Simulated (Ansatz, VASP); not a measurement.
InSe in VASP and in Ansatz

```
CELL_PARAMETERS angstrom
5.93944 -2.06836 0.10231
5.93944 2.06836 0.10231
-1.67290 0.00000 4.18856
ATOMIC_POSITIONS crystal
In 0.11490 0.11490 0.97859
In 0.88510 0.88510 0.02141
Se 0.34674 0.34674 0.36614
Se 0.65326 0.65326 0.63386
```

Alike in both runs: functional PBE; dispersion D3(BJ); k mesh 12 × 12 × 8; no spin polarisation.

Ansatz relaxed the structure, and its values are those at the end. VASP's run is a single point on that final structure, the one shown.

|  | VASP | Ansatz |
| --- | --- | --- |
| version | VASP 6.6.1 | Ansatz 0.2.0 |
| potentials or method | VASP PAW PBE potentials, release 64 (In_d, Se) | scalar-relativistic, plane waves, PAW |
| plane-wave cutoff (eV) | 520 | 420 |
| occupations | gaussian, width 0.01 eV | fixed |
| valence electrons in the cell | 38 | 58 |

VASP gave:

| Item | Value |
| --- | --- |
| gap on the k mesh at the Fermi level (eV) | 0.61 |
| least direct gap on the mesh (eV) | 1.03 |
| pressure (GPa) | 0.1 |
| rms of the force components (eV/Å) | 0.007 |

Question: Which values does Ansatz return?

Answer: gap on the k mesh at the Fermi level (eV): 0.62; least direct gap on the mesh (eV): 1.03; pressure (GPa): 0.0; rms of the force components (eV/Å): 0.000.

The two sets of potentials don't hold the same shells in valence.

Caveats: spin-orbit coupling is left out, which moves the levels of the heavy elements. A k mesh can miss the band edges.
